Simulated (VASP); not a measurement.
## TiC: single point with PBEsol

Crystal: TiC.

```
Ti C
1.0
     0.00000    2.09908    2.22892
     2.09908    0.00000    2.22892
     2.09908    2.09908    0.00000
Ti C
1 1
Direct
  0.00000 0.00000 0.00000
  0.50000 0.50000 0.50000
```

The cell isn't the ideal one: strain -0.030 along x and y, +0.030 along z, atoms carried along.

```
Program                : VASP 6.6.1
Task                   : single point
Functional             : PBEsol
Potentials or basis    : VASP PAW PBE potentials, release 64 (Ti_sv, C)
Cutoff                 : 520 eV
k mesh                 : 18 × 18 × 18
Occupations            : gaussian, width 0.15 eV
Spin                   : no spin polarisation
Dipole correction      : no
Further INCAR settings : ALGO = Fast; EDIFF = 1e-06; NBANDS = 15
```

| Quantity | Value |
| --- | --- |
| Pressure | 4.0 GPa |
| Band gap on the k mesh | none (metal or under the smearing width) |

Stress tensor (GPa, compression positive):
```
 12.28   0.00   0.00
  0.00  12.28   0.00
  0.00   0.00 -12.51
```

Levels at points of the mesh, in eV from the Fermi level:
| k point | band 4 | band 5 | band 6 | band 7 | band 8 | band 9 | band 10 | band 11 | band 12 | band 13 |
| --- | --- | --- | --- | --- | --- | --- | --- | --- | --- | --- |
| (0.00, 0.00, 0.00) | -32.31 | -12.53 | 0.37 | 0.84 | 0.84 | 1.48 | 1.58 | 1.83 | 1.83 | 2.03 |
| (0.50, 0.00, 0.00) | -32.33 | -8.82 | -6.04 | -3.11 | -2.98 | 2.94 | 3.19 | 4.35 | 8.07 | 8.27 |
| (0.50, 0.50, 0.00) | -32.47 | -10.30 | -3.89 | -1.71 | 0.31 | 0.31 | 2.86 | 3.65 | 3.65 | 5.82 |
| (0.50, 0.00, 0.50) | -32.56 | -10.18 | -3.23 | -1.80 | -0.16 | -0.11 | 2.83 | 3.48 | 3.91 | 6.43 |

It took 6.5 min on 1 thread of AMD EPYC 7R13 Processor (Zen 3), with other jobs on the host, peak memory 0.23 GiB.

Caveat: the PAW data sets were made with another functional, which shifts forces and pressure a little.
